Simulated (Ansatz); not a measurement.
Reaction (substitution at a C–C bond): `CCCCO` + `S[SiH2]S` → `OCS[SiH2]S` + `CCC`

Isolated molecules relaxed with PBE0-D4/def2-TZVP in Ansatz; ΔE leaves out vibrations. CCSD(T)/CBS is the MP2 limit (def2-TZVPP, def2-QZVPP) plus CCSD(T) − MP2 in def2-TZVPP, frozen cores. DFT in def2-TZVPP. B3LYP here is the variant with VWN-RPA as its local correlation; programs differ in this. One conformer a species, not always the lowest.

`CCCCO`:

Z-matrix (Å, degrees):
```
C
C 1 1.519
H 1 1.093 2 111.1
H 1 1.094 2 111.1 3 -119.6
H 1 1.092 2 111.6 3 120.2
C 2 1.520 1 112.9 3 59.6
H 2 1.096 1 109.6 3 -178.2
H 2 1.096 1 109.6 3 -62.3
C 6 1.515 2 112.9 1 179.5
H 6 1.096 2 110.1 1 -58.8
H 6 1.099 2 109.3 1 57.8
O 9 1.412 6 113.3 2 177.4
H 9 1.094 6 110.0 2 59.5
H 9 1.100 6 109.8 2 -57.9
H 12 0.961 9 108.2 6 58.9
```

`S[SiH2]S`:

Z-matrix (Å, degrees):
```
Si
S 1 2.126
S 1 2.137 2 108.8
H 1 1.482 2 104.0 3 120.9
H 1 1.484 2 113.0 3 -120.3
H 2 1.344 1 94.4 3 59.4
H 3 1.345 1 93.8 2 -156.0
```

`OCS[SiH2]S`:

Z-matrix (Å, degrees):
```
C
S 1 1.851
O 1 1.381 2 114.3
H 1 1.089 2 104.7 3 -117.9
H 1 1.096 2 107.5 3 126.6
Si 2 2.110 1 98.4 3 -86.0
H 3 0.967 1 108.1 2 67.1
S 6 2.160 2 109.8 1 56.1
H 6 1.486 2 112.8 1 -61.2
H 6 1.481 2 106.7 1 176.9
H 8 1.343 6 94.2 2 -132.5
```

`CCC`:

```xyz
11

C    -0.281    1.253   -0.049
C    -0.543   -0.240   -0.157
C     0.684   -1.075    0.165
H     0.510    1.564   -0.737
H     0.038    1.524    0.962
H    -1.174    1.838   -0.284
H    -1.361   -0.517    0.516
H    -0.892   -0.477   -1.168
H     0.477   -2.145    0.082
H     1.034   -0.882    1.183
H     1.508   -0.842   -0.515
```

Q: Is it downhill or uphill in electronic energy at CCSD(T)/CBS, and by how much? (An estimate is asked.)

A: Ansatz gave: Nearly level: ΔE = +1.8 kJ/mol.

Q: What do these levels give: PBE-D4, r2SCAN-D4, PBE0-D4, B2PLYP, PBE, B3LYP, HF/def2-TZVPP, MP2/def2-TZVPP, SCS-MP2/def2-TZVPP, MP2/def2-QZVPP, SCS-MP2/def2-QZVPP, HF/CBS(def2)? (Best estimate.)

A: Computed: PBE-D4 -12.4, r2SCAN-D4 -6.1, PBE0-D4 -5.0, B2PLYP 0.8, PBE -8.1, B3LYP 0.8, HF/def2-TZVPP 18.1, MP2/def2-TZVPP 0.7, SCS-MP2/def2-TZVPP 4.5, MP2/def2-QZVPP -0.6, SCS-MP2/def2-QZVPP 3.4, HF/CBS(def2) 18.6 kJ/mol.

Largest T1 diagnostic among the species: 0.012.

The D4 term adds −7.2 kJ/mol with B3LYP and −3.8 kJ/mol with PBE0; it sums over pairs of atoms, weighted by their polarisabilities, and B3LYP, whose exchange is more repulsive, gets the larger term. From PBE to PBE0 (25 % exact exchange), in def2-TZVPP and without D4, ΔE moves by +7.0 kJ/mol. In def2-TZVPP, CCSD(T) changes the Hartree–Fock value by −13.9 kJ/mol (the triples alone add −4.9 kJ/mol) and MP2 by −17.4 kJ/mol.
